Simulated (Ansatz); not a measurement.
Write the native input for Ansatz 0.2.0 that does the following.

* Task: single point
* Functional: PBEsol
* Potentials or basis: Ansatz PAW
* Cutoff: 420 eV (not typed: the program's choice for these potentials)
* k mesh: 6 × 6 × 4
* Occupations: gaussian, width 0.05 eV
* Spin: collinear spin, program default start
* Hubbard terms: Pt d U = 8 eV
* Hubbard projectors: ortho-atomic (the default)
* Double counting: fll (the default)

The system is Te2Pt.

```
Te Pt
1.0
     4.01800    0.00000    0.00000
    -2.00900    3.47969    0.00000
     0.00000    0.00000    5.21200
Te Pt
2 1
Direct
  0.33333 0.66667 0.25000
  0.66667 0.33333 0.75000
  0.00000 0.00000 0.00000
```

The input as run:

input.yaml

```yaml
crystal:
  lattice:
    - [4.01799945, 0.0, 0.0]
    - [-2.00899973, 3.4796896, 0.0]
    - [0.0, 0.0, 5.21199933]
  atoms:
    - { symbol: Te, position: [0.3333333333, 0.6666666667, 0.25] }
    - { symbol: Te, position: [0.6666666667, 0.3333333333, 0.75] }
    - { symbol: Pt, position: [0.0, 0.0, 0.0] }
hamiltonian:
  xc: pbesol
  pseudopotentials: { kind: paw }
  hubbard: { sites: [{ species: Pt, l: d, u_eff: 8.0 }] }
magnetization:
  spin_polarized: true
kpoints:
  mp_grid: { grid: [6, 6, 4] }
scf:
  occupations: { method: gaussian, width: 0.05 }
output:
  forces: true
  stress: true
  eigenvalues: true
  write_density: true
  write_potential: true
  elf: true
  volumetric_format: npy
```

Potentials or basis: Ansatz PAW.

Launch:

```bash
$ ansatz run input.yaml --threads 2 --pin off --max-ram 5632MiB --backend cpu --events-out ev --progress --plain --runs-dir out
```

It gave:

```json
{
  "Pressure": "3.7 GPa",
  "Largest force": "0.839 eV/Å",
  "Band gap on the k mesh": "none (metal or under the smearing width)",
  "Net moment": "0.00 μB per cell",
  "Absolute moment": "0.00 μB per cell"
}
```

Caveat: the magnetic or orbital state may not be the lowest; the PAW data sets come from PBE, with cores solved anew for the run's functional, which leaves a small shift of forces and pressure; the U is typed as a test and isn't derived for this compound.

Wall time 8.7 s on 2 threads of Intel(R) Xeon(R) Processor @ 2.50GHz (Skylake/Cascade Lake), on a shared host, peak memory 0.48 GiB.
